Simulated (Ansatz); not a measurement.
CaSe, DFT, PBE, all-electron PAW with datasets made for the crystal, scalar-relativistic (Ansatz 0.2.0), run on 1 thread of Arm Neoverse V1 on a shared host.

The cell is COD entry 1010880, as deposited and not checked against the literature; nothing was relaxed. It is an old determination, and later ones may differ. The listed cell was then made from it by scaling, straining or moving an atom.

Command: `ansatz run input.yaml --threads 1 --pin off --max-ram 2048MiB --backend cpu --events-out ev --progress --plain --runs-dir out`

```yaml
crystal:
  lattice:
    - [0.0, 2.9126333464, 3.04468]
    - [2.9126333464, 0.0, 3.04468]
    - [2.9126333464, 2.9126333464, 0.0]
  atoms:
    - { symbol: Ca, position: [0.0, 0.0, 0.0] }
    - { symbol: Se, position: [0.5, 0.5, 0.5] }
kpoints:
  mp_grid: { grid: [7, 7, 7] }
scf:
  occupations: { method: fermi_dirac, width: 0.02 }
hamiltonian:
  xc: pbe
  pseudopotentials: { kind: all_electron, datasets: crystal }
output:
  forces: true
  stress: true
  eigenvalues: true
  efg: { contact_densities: true }
```

(1) How large is the problem that the program sets up?

(2) About how long does it take, and how much memory does it use?

(3) And the same cell and mesh by full-potential LAPW, asked for forces, stress, eigenvalues, on the same hardware?

(4) And the same cell and mesh by frozen-core PAW, asked for forces, stress, eigenvalues, efg, write_density, write_potential, elf, on the same hardware?

Results:

(1) 40 irreducible k-points, 371 plane waves at Γ, 12 bands.

(2) 4.9 s of wall time for 8 SCF iterations, with a peak of 0.36 GiB. Times on shared machines scatter by tens of per cent.

(3) 10 s, peak memory 0.31 GiB.

(4) 4.1 s, peak memory 0.37 GiB.
